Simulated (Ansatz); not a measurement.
## InP: energy along a strain

InP, Fm-3m, a = 5.540 Å. This isn't the usual stable structure of the compound. Ansatz: PBE, PAW, 420 eV, Γ-centred 18×18×18 mesh on 2 atoms, Gaussian smearing 0.15 eV; no spin polarisation. Cell vectors (Å): 0.000 2.770 2.770; 2.770 0.000 2.770; 2.770 2.770 0.000. The cell is strained by x per cent times the pattern (0 0 1 0 0 0) in the order xx yy zz yz xz xy (engineering shears), with fractional coordinates held. y is the free energy over the start, V0 = 21.258 Å³/atom.

```tsv
x (%)	y (meV/atom)
-4.00	?
-2.00	4.23
0.00	0.00
1.00	0.92
3.00	7.65
4.00	13.04
```

Problem. Fit y = c2 x² + c3 x³ to the other rows, get the stiffness along the pattern, and predict the missing energy.

Solution. Least squares on the rows shown. y = 0.97382 x² − 0.039971 x³. The clamped-ion stiffness p·C·p = 2 × 9.738 eV × 160.2 / 21.258 Å³ = 147 GPa, which is C33 in these axes (C11 of the cubic crystal). At x = -4.00 the fit asked for gives 18.14 meV/atom. The run gave 18.33 meV/atom, so the fit is 0.19 meV/atom too low, 1 % of the span of the series, against an rms of 0.02 meV/atom on the fitted rows. The row lies outside the fitted range. With a term in x⁴ added, a fit to the same known rows predicts 18.50 meV/atom, which misses by about as much or more on the other side: the known rows don't fix the higher terms.